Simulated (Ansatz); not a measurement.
KBr in the CsCl-type structure, relaxed with r2SCAN, was run in the plane-wave code Ansatz under altered settings. All numbers are computed, without spin polarisation but where a row says otherwise.

```
K Br
1.0
     3.97626    0.00000    0.00000
     0.00000    3.97626    0.00000
     0.00000    0.00000    3.97626
K Br
1 1
Direct
  0.00000 0.00000 0.00000
  0.50000 0.50000 0.50000
```

The base run's other keys:
```yaml
kpoints:
  mp_grid: { grid: [4, 4, 4] }
hamiltonian:
  xc: hse06
scf:
  occupations: { method: fixed }
  n_extra_bands: 4
```

It takes 10 iterations with 1237 plane waves at 420 eV and 10 k points, and leaves a mean stress of +0.50 GPa. The gap over this mesh is 5.192 eV. It ran on 4 threads of Arm Neoverse N1 (shared host).

Outcomes, with energy and stress as changes against the base:

| setting | outcome | ΔF (meV/atom) | Δ mean stress (GPa) | gap on the mesh (eV) | iterations | wall time |
| --- | --- | --- | --- | --- | --- | --- |
| hamiltonian.xc: pbe0 | converged | – | -0.1 | 5.895 | 11 | 8.3 s |
| hamiltonian.xc: cam_b3lyp | converged | – | 0.0 | 7.992 | 12 | 12 s |
| PBE hybrid, exx coeff 0.5, omega 0.3 1/Å | converged | – | -0.3 | 5.957 | 14 | 13 s |
| PBE hybrid, exx coeff 0.35, omega 0.1 1/Å | converged | – | -0.2 | 6.154 | 12 | 11 s |
| basis.ecutrho_ratio: 8 | converged | 0.0 | 0.0 | 5.192 | 10 | 11 s |

A dash marks a value that wasn't obtained or can't be compared. Stress is positive in compression. The base took 8.4 s.

- hamiltonian.xc: pbe0. The mean stress moves by -0.1 GPa and the gap on the mesh by +0.703 eV (to 5.895). It's another functional on the same cell, so totals aren't comparable.
- hamiltonian.xc: cam_b3lyp. The mean stress moves by 0.0 GPa and the gap on the mesh by +2.800 eV (to 7.992). It's another functional on the same cell, so totals aren't comparable.
- PBE hybrid, exx coeff 0.5, omega 0.3 1/Å. That is 50 % exact exchange, screened with ω = 0.3 1/Å, against HSE06's 25 % screened at 0.208 1/Å. The mean stress moves by -0.3 GPa and the gap on the mesh by +0.765 eV (to 5.957). Totals of different functionals aren't comparable.
- PBE hybrid, exx coeff 0.35, omega 0.1 1/Å. That is 35 % exact exchange, screened with ω = 0.1 1/Å, against HSE06's 25 % screened at 0.208 1/Å. The mean stress moves by -0.2 GPa and the gap on the mesh by +0.962 eV (to 6.154). Totals of different functionals aren't comparable. The program warns that on this mesh the truncation of the exchange isn't bounded, so part of the change can be an error of the mesh.

Within 1 meV an atom, 0.1 GPa and 0.005 eV of the base stay: basis.ecutrho_ratio: 8.

Spin-orbit coupling is left out.

The stress of a hybrid is loosely converged in these runs.

The meshes of the hybrids are coarse, so their gaps aren't converged to the digits shown.
